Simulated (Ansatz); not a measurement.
## Polar LiF (111) films against thickness: cost of one run

Ansatz 0.2.0; plane-wave DFT, PBE, Ansatz PAW. The cell holds 8 atoms.

File input.yaml:

```yaml
crystal:
  lattice:
    - [2.84964033, 0.0, 0.0]
    - [-1.42482016, 2.46786092, 0.0]
    - [0.0, 0.0, 26.1435255469]
  atoms:
    - { symbol: Li, position: [0.66666667, 0.33333333, 0.3442534934] }
    - { symbol: F, position: [0.0, 0.0, 0.3887524953] }
    - { symbol: Li, position: [0.33333333, 0.66666667, 0.4332514972] }
    - { symbol: F, position: [0.66666667, 0.33333333, 0.4777504991] }
    - { symbol: Li, position: [0.0, 0.0, 0.5222495009] }
    - { symbol: F, position: [0.33333333, 0.66666667, 0.5667485028] }
    - { symbol: Li, position: [0.66666667, 0.33333333, 0.6112475047] }
    - { symbol: F, position: [0.0, 0.0, 0.6557465066] }
kpoints:
  mp_grid: { grid: [12, 12, 1] }
hamiltonian:
  xc: pbe
scf:
  occupations: { method: fermi_dirac, width: 0.03 }
  convergence: { dr2_threshold: 1.0e-09 }
efield:
  axis: 3
  dipole_correction: true
  ramp_position: 0.97
  ramp_width: 0.06
relax:
  f_tol: 0.01
  max_steps: 100
output:
  write_potential: true
  write_density: true
  volumetric_format: npy
```

Launch:

```sh
> ansatz run input.yaml --threads 4 --pin off --max-ram 6144MiB --backend cpu --events-out ev --progress --plain --runs-dir out
```

The cutoff in use is 420 eV. For reference, a run of the same kind (6 atoms, 19 k-points, 21 bands and 3,295 plane waves; 168 SCF cycles) took 23 s and 0.41 GiB on the same hardware.

What time and memory should one allow on 4 threads of Arm Neoverse V2, shared host?

A cutoff of 420 eV is a sphere of radius 10.5 Å⁻¹, so a cell of 184 Å³ holds about V·G³/6π² = 3,593 plane waves. At two electrons a band, the 40 electrons need 20 bands, and 8 more are carried. Symmetry cuts the 12×12×1 mesh from 144 to 19 points. The run has 19 k-points, 28 bands and 3,615 plane waves. Taking the work of a cycle as k-points × spins × bands × plane waves, that is 1.5 times the reference, or 34 s at the reference's 168 cycles. The run needed 184 SCF cycles over 15 ionic steps, which makes it about 37 s. One copy of the wavefunctions takes 0.029 GiB at 16 bytes a coefficient, against 0.02 GiB in the reference; grids, projectors and work arrays come on top. Measured: about 31 s, with a peak of 0.45 GiB. The estimate holds within 25 %.

[Logs are printed without paths, hosts, clocks, repeated set-up lines and the standing remarks that a program may print on its own settings, such as how far it seeks lower states.]

[Hosts, paths, dates, database ids (printed as entryN), source tags and the programs' standing remarks are cut or masked in the printed files.]

[Maps of the electrostatic potential energy from Ansatz leave out the sawtooth potential of an applied field or a dipole correction, so their vacuum need not be flat; planar profiles and work functions include it.]
